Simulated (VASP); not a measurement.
# Cd15Te17 (a cell with a defect) in VASP: settings compared

The runs below take Cd15Te17 (a cell with a defect) through relaxation of the atoms, single point, with PBE, HSE06.

All numbers are computed with VASP 6.6.1; they aren't measurements. Logs are shortened: lines on timing, memory, paths and dates and some standing lists are left out, and cuts for length are marked.

## Step 1: The structure

The cell holds a defect, 32 atoms: a = 11.470 Å, b = 11.470 Å, c = 11.470 Å, α = 109.47°, β = 109.47°, γ = 109.47°.

## Step 2: Relaxation of the atoms, PBE, collinear spin, ferromagnetic start

INCAR

```
SYSTEM = Cd15Te17
PREC = Normal ; ENCUT = 450
EDIFF = 1E-6 ; ISMEAR = 0
SIGMA = 0.01 ; LREAL = Auto
LASPH = .True. ; NELM = 150
ALGO = Normal ; ISIF = 2
LWAVE = .False. ; LCHARG = .False.
ISPIN = 2 ; MAGMOM = 0.2 0.2 0 0 0 0.2 0 0.2 0 0 0 0 0 0 0 0 0.2 0 0 0 0 0 0 0 0 0 0 0 0 0 0 0
LORBIT = 11 ; GGA = PE
IBRION = 2 ; NSW = 70
EDIFFG = -0.025 ; AMIX = 0.2
BMIX = 1E-4 ; AMIX_MAG = 0.8
BMIX_MAG = 1E-4 ; ICORELEVEL = 1
NELECT = 281.0 ; ISYM = 0
LUSENCCL = .False.
```

KPOINTS

```
regular mesh
0
Monkhorst
  2 2 2
  0 0 0
```

POSCAR

```
Cd15Te17
1.0
    6.6222820000      6.6222820000      6.6222820000
   -6.6222820000     -6.6222820000      6.6222820000
    6.6222820000     -6.6222820000     -6.6222820000
Te Cd
17 15
Direct
    0.0096984700      0.2549582800      0.7557148700
    0.2457034400      0.2531349800      0.7501255300
    0.5000000000      0.0000000000      0.7500000000
    0.2500000000      0.5000000000      0.5000000000
    0.5000000000      0.2500000000      0.5000000000
    0.7548637900      0.0043650500      0.5087285900
    0.7500000000      0.7500000000      0.7500000000
    0.0063757300      0.5079371700      0.7596766900
    0.2500000000      0.0000000000      0.0000000000
    0.2500000000      0.7500000000      0.2500000000
    0.5000000000      0.5000000000      0.2500000000
    0.7500000000      0.2500000000      0.2500000000
    0.0000000000      0.0000000000      0.2500000000
    0.0000000000      0.7500000000      0.5000000000
    0.5000000000      0.7500000000      0.0000000000
    0.7500000000      0.5000000000      0.0000000000
    0.0030325900      0.2497628300      0.0041014500
    0.2500000000      0.0000000000      0.7500000000
    0.0000000000      0.5000000000      0.5000000000
    0.2500000000      0.2500000000      0.5000000000
    0.5000000000      0.0000000000      0.5000000000
    0.5000000000      0.7500000000      0.7500000000
    0.7500000000      0.5000000000      0.7500000000
    0.0000000000      0.0000000000      0.0000000000
    0.0000000000      0.7500000000      0.2500000000
    0.2500000000      0.5000000000      0.2500000000
    0.5000000000      0.2500000000      0.2500000000
    0.7500000000      0.0000000000      0.2500000000
    0.7500000000      0.7500000000      0.5000000000
    0.2500000000      0.7500000000      0.0000000000
    0.5000000000      0.5000000000      0.0000000000
    0.7500000000      0.2500000000      0.0000000000
```

Potentials or basis: VASP PAW PBE potentials, release 64 (Te, Cd).

Launch:

```console
cat potpaw_PBE.64/Te/POTCAR potpaw_PBE.64/Cd/POTCAR > POTCAR
mpirun -np 1 vasp_std > vasp.out
```

OUTCAR:

```text
SYSTEM = Cd15Te17
   PREC = Normal
   ENCUT = 450
   EDIFF = 1E-6
   ISMEAR = 0
   LREAL = Auto
   LASPH = .True.
   NELM = 150
   ISIF = 2
   ISPIN = 2
   LORBIT = 11
   GGA = PE
   IBRION = 2
   NSW = 70
   EDIFFG = -0.025
   AMIX = 0.2
   AMIX_MAG = 0.8
   NELECT = 281.0
   ISYM = 0

 ion  position               nearest neighbor table
   1  0.010  0.255  0.756-   2 2.74   6 2.88  17 2.90   8 2.90
   2  0.246  0.253  0.750-   1 2.74  31 2.87  20 2.87  18 2.92
   3  0.500  0.000  0.750-  18 2.87  21 2.87  22 2.87  32 2.87
   4  0.250  0.500  0.500-  19 2.87  20 2.87  22 2.87  26 2.87
   5  0.500  0.250  0.500-  20 2.87  21 2.87  23 2.87  27 2.87
   6  0.755  0.004  0.509-  29 2.87  21 2.87   1 2.88  28 2.93
[... 24 lines left out ...]
  31  0.500  0.500  0.000-  11 2.87  15 2.87  16 2.87   2 2.87
  32  0.750  0.250  0.000-   3 2.87  12 2.87  16 2.87  17 2.89

IMPORTANT INFORMATION: All symmetrisations will be switched off!
NOSYMM: (Re-)initialisation of all symmetry stuff for point group C_1.

----------------------------------------------------------------------------------------

                                     Primitive cell

  volume of cell :    1161.6706

  direct lattice vectors                    reciprocal lattice vectors
     6.622282000  6.622282000  6.622282000     0.075502674  0.000000000  0.075502674
    -6.622282000 -6.622282000  6.622282000     0.000000000 -0.075502674  0.075502674
     6.622282000 -6.622282000 -6.622282000     0.075502674 -0.075502674  0.000000000

  length of vectors
    11.470128886 11.470128886 11.470128886     0.106776906  0.106776906  0.106776906

  position of ions in fractional coordinates (direct lattice)
     0.009698470  0.254958280  0.755714870
     0.245703440  0.253134980  0.750125530
     0.500000000  0.000000000  0.750000000
     0.250000000  0.500000000  0.500000000
     0.500000000  0.250000000  0.500000000
     0.754863790  0.004365050  0.508728590
[... 24 lines left out ...]
     0.500000000  0.500000000  0.000000000
     0.750000000  0.250000000  0.000000000

  ion indices of the primitive-cell ions
   primitive index   ion index
                 1           1
                 2           2
                 3           3
                 4           4
                 5           5
                 6           6
[... 24 lines left out ...]
                31          31
                32          32

----------------------------------------------------------------------------------------

 KPOINTS: regular mesh

Automatic generation of k-mesh.
 Grid dimensions read from file:
 generate k-points for:    2    2    2

 Generating k-lattice:

  Cartesian coordinates                     Fractional coordinates (reciprocal lattice)
     0.037751337  0.000000000  0.037751337     0.500000000  0.000000000  0.000000000
     0.000000000 -0.037751337  0.037751337     0.000000000  0.500000000  0.000000000
     0.037751337 -0.037751337  0.000000000     0.000000000  0.000000000  0.500000000

  Length of vectors
     0.053388453  0.053388453  0.053388453

  Shift w.r.t. Gamma in fractional coordinates (k-lattice)
     0.500000000  0.500000000  0.500000000

 Subroutine IBZKPT returns following result:
 ===========================================

 Found      4 irreducible k-points:

 Following reciprocal coordinates:
            Coordinates               Weight
  0.250000  0.250000  0.250000      2.000000
 -0.250000  0.250000  0.250000      2.000000
  0.250000 -0.250000  0.250000      2.000000
  0.250000  0.250000 -0.250000      2.000000
   k-points           NKPTS =      4   k-points in BZ     NKDIM =      4   number of bands    NBANDS=    169
   number of dos      NEDOS =    301   number of ions     NIONS =     32
   total plane-waves  NPLWV = 216000
   dimension x,y,z NGX =    60 NGY =   60 NGZ =   60
   dimension x,y,z NGXF=   120 NGYF=  120 NGZF=  120
   ions per type =              17  15
[... 54 lines left out ...]

 Free energy of the ion-electron system (eV)
  ---------------------------------------------------
  ext. energy  EPLUGINS =         0.00000000
  ---------------------------------------------------
  free energy    TOTEN  =       -78.66284508 eV

  energy without entropy =      -78.66275934  energy(sigma->0) =      -78.66280221

------------------------ aborting loop because EDIFF is reached ----------------------------------------

  FORCE on cell =-STRESS in cart. coord.  units (eV):
  Direction    XX          YY          ZZ          XY          YZ          ZX
  --------------------------------------------------------------------------------------
  -------------------------------------------------------------------------------------
  Total       -4.6144404     -4.1406621     -3.1210201     -0.2843194     -0.5206280      0.6028114
  in kB       -6.3642411     -5.7108055     -4.3045143     -0.3921337     -0.7180507      0.8313982
  external PRESSURE =      -5.4598536 kB  Pullay stress =       0.0000000 kB
[... 179 lines left out ...]
  FREE ENERGIE OF THE ION-ELECTRON SYSTEM (eV)
  ---------------------------------------------------
  free  energy   TOTEN  =       -79.1878203756 eV

  energy  without entropy=      -79.1878199732  energy(sigma->0) =      -79.18782017

[... ionic steps 4 to 47 ...]

--------------------------------------- Ionic step       48  -------------------------------------------

 number of electron     280.9999986 magnetization       1.0000000

------------------------ aborting loop because EDIFF is reached ----------------------------------------
[... 127 lines left out ...]
--------------------------------------- Ionic step       50  -------------------------------------------

 number of electron     280.9999988 magnetization       1.0000000

 Free energy of the ion-electron system (eV)
  ---------------------------------------------------
  ext. energy  EPLUGINS =         0.00000000
  ---------------------------------------------------
  free energy    TOTEN  =       -79.55979961 eV

  energy without entropy =      -79.55979961  energy(sigma->0) =      -79.55979961

 the core state eigenenergies are
   1-  1s -31614.8349  2s  -4842.3568  2p  -4345.7615  3s   -958.5108  3p   -797.1695
       3d   -553.4241  4s   -157.9216  4p   -107.9515  4d    -35.2491
   2-  1s -31613.6758  2s  -4841.2364  2p  -4344.6352  3s   -957.4260  3p   -796.0841
       3d   -552.3367  4s   -156.8870  4p   -106.9207  4d    -34.2269
   3-  1s -31613.2866  2s  -4840.8554  2p  -4344.2528  3s   -957.0532  3p   -795.7112
       3d   -551.9633  4s   -156.5266  4p   -106.5614  4d    -33.8712
   4-  1s -31613.2915  2s  -4840.8607  2p  -4344.2581  3s   -957.0593  3p   -795.7173
       3d   -551.9693  4s   -156.5340  4p   -106.5689  4d    -33.8792
   5-  1s -31613.2888  2s  -4840.8575  2p  -4344.2550  3s   -957.0554  3p   -795.7134
       3d   -551.9655  4s   -156.5288  4p   -106.5636  4d    -33.8734
   6-  1s -31613.3168  2s  -4840.8781  2p  -4344.2768  3s   -957.0654  3p   -795.7236
       3d   -551.9765  4s   -156.5224  4p   -106.5557  4d    -33.8610
   7-  1s -31613.2853  2s  -4840.8541  2p  -4344.2516  3s   -957.0523  3p   -795.7102
       3d   -551.9623  4s   -156.5261  4p   -106.5610  4d    -33.8710
   8-  1s -31613.6593  2s  -4841.2204  2p  -4344.6190  3s   -957.4104  3p   -796.0685
       3d   -552.3211  4s   -156.8723  4p   -106.9062  4d    -34.2128
   9-  1s -31613.2897  2s  -4840.8591  2p  -4344.2565  3s   -957.0581  3p   -795.7161
[... 33 lines left out ...]
  26-  1s -26513.8516  2s  -3931.0142  2p  -3526.2700  3s   -727.8773  3p   -595.1666
       3d   -387.6181  4s   -100.0422  4p    -61.0975
  27-  1s -26513.8150  2s  -3930.9785  2p  -3526.2343  3s   -727.8421  3p   -595.1314
       3d   -387.5829  4s   -100.0077  4p    -61.0630
  28-  1s -26513.7961  2s  -3930.9581  2p  -3526.2140  3s   -727.8209  3p   -595.1102
       3d   -387.5618  4s    -99.9852  4p    -61.0404
  29-  1s -26513.7968  2s  -3930.9600  2p  -3526.2157  3s   -727.8230  3p   -595.1123
       3d   -387.5639  4s    -99.9877  4p    -61.0428
  30-  1s -26513.8505  2s  -3931.0139  2p  -3526.2696  3s   -727.8772  3p   -595.1665
       3d   -387.6181  4s   -100.0424  4p    -61.0976
  31-  1s -26513.8506  2s  -3931.0138  2p  -3526.2696  3s   -727.8771  3p   -595.1664
       3d   -387.6179  4s   -100.0421  4p    -61.0974
  32-  1s -26513.8883  2s  -3931.0506  2p  -3526.3065  3s   -727.9134  3p   -595.2027
       3d   -387.6543  4s   -100.0776  4p    -61.1328

 E-fermi :   2.2364     XC(G=0):  -8.2936

 val. band max:        2.1411526412   @ k =   0.2500   0.2500  -0.2500
 cond. band min:       2.4450020401   @ k =   0.2500   0.2500   0.2500
 fundamental gap:      0.3038493989
 Fermi energy:         2.2364135389

 spin component 1

 k-point     1 :       0.2500    0.2500    0.2500
  band No.  band energies     occupation
      1     -10.0269      1.00000
      2      -8.7917      1.00000
      3      -8.7909      1.00000
      4      -8.7152      1.00000
      5      -8.6292      1.00000
      6      -8.6278      1.00000
[... 609 lines left out ...]
    151       4.8990      0.00000
    152       4.9528      0.00000
 Fermi energy:         2.2364135389

 spin component 2

 k-point     1 :       0.2500    0.2500    0.2500
  band No.  band energies     occupation
      1      -9.8617      1.00000
      2      -8.7811      1.00000
      3      -8.7801      1.00000
      4      -8.7005      1.00000
      5      -8.6203      1.00000
      6      -8.6186      1.00000
[... 609 lines left out ...]
    151       4.9153      0.00000
    152       4.9635      0.00000
 [bands above 152 left out]

------------------------ aborting loop because EDIFF is reached ----------------------------------------

  FORCE on cell =-STRESS in cart. coord.  units (eV):
  Direction    XX          YY          ZZ          XY          YZ          ZX
  --------------------------------------------------------------------------------------
  -------------------------------------------------------------------------------------
  Total       -4.7453181     -4.8580224     -4.6672988     -0.3250528     -0.3216206      0.3317303
  in kB       -6.5447477     -6.7001897     -6.4371434     -0.4483131     -0.4435794      0.4575228
  external PRESSURE =      -6.5606936 kB  Pullay stress =       0.0000000 kB
[... 47 lines left out ...]
  FREE ENERGIE OF THE ION-ELECTRON SYSTEM (eV)
  ---------------------------------------------------
  free  energy   TOTEN  =       -79.5597996120 eV

  energy  without entropy=      -79.5597996120  energy(sigma->0) =      -79.55979961

 reached required accuracy - stopping structural energy minimisation

 total charge

# of ion       s       p       d       tot
------------------------------------------
    1        1.477   1.710   0.037   3.224
    2        1.374   1.966   0.021   3.361
    3        1.353   2.025   0.018   3.396
    4        1.353   2.027   0.018   3.398
    5        1.353   2.025   0.018   3.396
    6        1.372   1.972   0.017   3.361
[... 24 lines left out ...]
   31        0.462   0.284   9.531  10.277
   32        0.463   0.281   9.531  10.275
--------------------------------------------------
tot         30.142  38.131 143.301 211.574

 magnetization (x)

# of ion       s       p       d       tot
------------------------------------------
    1        0.004   0.230   0.003   0.238
    2        0.001   0.011   0.001   0.013
    3        0.000   0.002   0.000   0.002
    4        0.000   0.003   0.000   0.003
    5        0.000   0.002   0.000   0.002
    6        0.014   0.176   0.001   0.191
[... 24 lines left out ...]
   31        0.001   0.000   0.001   0.002
   32        0.000   0.001   0.000   0.001
--------------------------------------------------
tot          0.029   0.499   0.019   0.548
```

It took 2.5 h on 1 × NVIDIA H100 80GB with 1 thread of AMD EPYC 7R13 (Zen 3), shared host; peak memory 2 GiB.

What came out:

```yaml
Free_energy: -79.5598 eV
Energy_gained_by_relaxing: 28.0 meV/atom
Ionic_steps: 50
Largest_force_after_relaxing: 0.023 eV/Å
Net_moment: 1.00 μB per cell
Site_moments: Te +0.24, +0.01, +0.00, +0.19; Cd +0.00 μB
Valence_electrons_inside_the_program's_atomic_spheres: Te 3.22, 3.36, 3.40; Cd 10.28, 10.27
```

Forces on the atoms (eV/Å):
```
Te   0.007  0.011  0.001
Te   0.004  0.002  0.001
Te  -0.004 -0.003 -0.001
Te  -0.011 -0.007 -0.008
Te   0.002  0.003  0.012
Te   0.001  0.001  0.007
Te   0.008 -0.008 -0.009
Te  -0.012 -0.015 -0.006
Te  -0.001 -0.004 -0.005
Te  -0.002  0.000 -0.008
Te   0.000  0.009  0.003
Te  -0.013  0.017  0.007
Te  -0.005  0.005  0.001
Te   0.006  0.003 -0.006
Te  -0.007  0.007 -0.001
Te   0.006 -0.004  0.004
Te   0.008 -0.010  0.012
Cd   0.003  0.003 -0.003
Cd   0.002  0.003 -0.001
Cd   0.003 -0.002 -0.002
Cd   0.003  0.001 -0.003
Cd   0.002 -0.008  0.002
Cd  -0.007  0.008 -0.005
Cd  -0.001 -0.001 -0.001
Cd  -0.002 -0.001  0.004
Cd   0.005 -0.005 -0.001
Cd   0.001 -0.001  0.006
Cd   0.004 -0.004 -0.003
Cd  -0.004 -0.004 -0.001
Cd   0.006  0.000  0.000
Cd  -0.001  0.005  0.006
Cd   0.000 -0.001 -0.001
```

Step by step:
```tsv
step	energy change (eV)	largest force (eV/Å)	pressure (GPa)
1	0.0000	1.3457	-0.55
3	-0.5250	1.0504	-0.82
5	-0.5789	0.9969	-0.83
7	-0.7476	0.4140	-0.70
9	-0.8209	0.3075	-0.61
11	-0.8421	0.2065	-0.57
13	-0.8654	0.2022	-0.65
15	-0.8774	0.1424	-0.62
17	-0.8849	0.1041	-0.63
19	-0.8892	0.0656	-0.65
21	-0.8912	0.0609	-0.63
23	-0.8923	0.0583	-0.64
25	-0.8933	0.0688	-0.67
27	-0.8944	0.0504	-0.65
29	-0.8950	0.0398	-0.66
31	-0.8953	0.0507	-0.66
33	-0.8956	0.1368	-0.66
35	-0.8960	0.1113	-0.66
37	-0.8962	0.0508	-0.66
39	-0.8965	0.0491	-0.66
41	-0.8965	0.0515	-0.66
43	-0.8966	0.0661	-0.66
45	-0.8967	0.0279	-0.66
47	-0.8968	0.0562	-0.65
49	-0.8969	0.0268	-0.65
50	-0.8970	0.0225	-0.66
```

Final structure:
```cif
data_structure
_symmetry_space_group_name_H-M 'P 1'
_symmetry_Int_Tables_number 1
_cell_length_a 11.4701
_cell_length_b 11.4701
_cell_length_c 11.4701
_cell_angle_alpha 109.471
_cell_angle_beta 109.471
_cell_angle_gamma 109.471
_cell_volume 1161.67
loop_
_atom_site_label
_atom_site_type_symbol
_atom_site_fract_x
_atom_site_fract_y
_atom_site_fract_z
_atom_site_occupancy
Te1 Te 0.04867 0.30059 0.79898 1
Te2 Te 0.26783 0.24860 0.74830 1
Te3 Te 0.49595 0.99576 0.74548 1
Te4 Te 0.25160 0.50100 0.50326 1
Te5 Te 0.49825 0.24464 0.49620 1
Te6 Te 0.75009 0.99972 0.50159 1
Te7 Te 0.74700 0.74716 0.74589 1
Te8 Te 0.99793 0.52078 0.74793 1
Te9 Te 0.25153 0.00377 0.00209 1
Te10 Te 0.24864 0.74800 0.24820 1
Te11 Te 0.49795 0.49849 0.24823 1
Te12 Te 0.74752 0.24552 0.24812 1
Te13 Te 0.99619 0.99771 0.24830 1
Te14 Te 0.99546 0.74749 0.49672 1
Te15 Te 0.49813 0.74813 0.99865 1
Te16 Te 0.75348 0.50135 0.00202 1
Te17 Te 0.99653 0.24660 0.01681 1
Cd1 Cd 0.24542 0.98769 0.74735 1
Cd2 Cd 0.99743 0.49681 0.48723 1
Cd3 Cd 0.24801 0.24701 0.48758 1
Cd4 Cd 0.49933 0.99535 0.49684 1
Cd5 Cd 0.50153 0.75098 0.75217 1
Cd6 Cd 0.73667 0.49600 0.74751 1
Cd7 Cd 0.99683 0.98704 0.99687 1
Cd8 Cd 0.00290 0.75228 0.25201 1
Cd9 Cd 0.25429 0.50435 0.25697 1
Cd10 Cd 0.50234 0.25273 0.25156 1
Cd11 Cd 0.74611 0.99571 0.25085 1
Cd12 Cd 0.74601 0.74872 0.49644 1
Cd13 Cd 0.25585 0.75849 0.00602 1
Cd14 Cd 0.50801 0.50576 0.00609 1
Cd15 Cd 0.73621 0.24592 0.99611 1
```

Core levels (eV, on the scale of the bands):
```csv
atom,levels
1 Te,"1s -31614.8, 2s -4842.4, 2p -4345.8, 3s -958.5, 3p -797.2, 3d -553.4, 4s -157.9, 4p -108.0, 4d -35.2"
2 Te,"1s -31613.7, 2s -4841.2, 2p -4344.6, 3s -957.4, 3p -796.1, 3d -552.3, 4s -156.9, 4p -106.9, 4d -34.2"
3 Te,"1s -31613.3, 2s -4840.9, 2p -4344.3, 3s -957.1, 3p -795.7, 3d -552.0, 4s -156.5, 4p -106.6, 4d -33.9"
4 Te,"1s -31613.3, 2s -4840.9, 2p -4344.3, 3s -957.1, 3p -795.7, 3d -552.0, 4s -156.5, 4p -106.6, 4d -33.9"
5 Te,"1s -31613.3, 2s -4840.9, 2p -4344.3, 3s -957.1, 3p -795.7, 3d -552.0, 4s -156.5, 4p -106.6, 4d -33.9"
6 Te,"1s -31613.3, 2s -4840.9, 2p -4344.3, 3s -957.1, 3p -795.7, 3d -552.0, 4s -156.5, 4p -106.6, 4d -33.9"
```

Caveat: the cell is charged against a uniform background, so pressure and absolute levels hang on convention. Spin-orbit coupling is left out, which matters for the levels of Te.

[end of part 1 of 2]
